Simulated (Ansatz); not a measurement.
# GeS: field gradients at two levels of theory

Cell: a Materials Project structure (computed, not necessarily an observed phase), atoms as given.

```cif
data_GeS
_symmetry_space_group_name_H-M 'Pnma'
_symmetry_Int_Tables_number 62
_cell_length_a 10.7808
_cell_length_b 3.6031
_cell_length_c 4.5231
_cell_angle_alpha 90.000
_cell_angle_beta 90.000
_cell_angle_gamma 90.000
loop_
_atom_site_label
_atom_site_type_symbol
_atom_site_symmetry_multiplicity
_atom_site_Wyckoff_symbol
_atom_site_fract_x
_atom_site_fract_y
_atom_site_fract_z
Ge Ge 4 c 0.8722 0.2500 0.3669
S S 4 c 0.6548 0.2500 0.5148
```

One atom of each set is listed.

First run. All values are calculated (Ansatz; DFT, PBE, plane waves and PAW, scalar-relativistic, 420 eV cutoff, Γ-centred 3×9×7 k-points, Fermi–Dirac smearing 0.01 eV), not measured.

```json
{"site": "Ge", "V_zz (10²¹ V/m²)": "-8.23", "η": "0.25"}
{"site": "S", "V_zz (10²¹ V/m²)": "-6.51", "η": "0.09"}
```

Second run. The same atoms and settings, except that the functional is r2SCAN and the cutoff is 500 eV.

Question: Given the first result, estimate the second.

Answer: 

```json
{"site": "Ge", "V_zz": "-9.31", "η": "0.23", "change of V_zz": "-1.08"}
{"site": "S", "V_zz": "-6.83", "η": "0.09", "change of V_zz": "-0.32"}
```

The largest change of V_zz is on Ge, from -8.23 to -9.31. In per cent, |V_zz| changes by +13 on Ge, +5 on S (all sites that start above 0.5).

For the first run: The largest force is 0.3 eV/Å, so the atoms aren't at the calculated equilibrium and relaxing them would move these values.
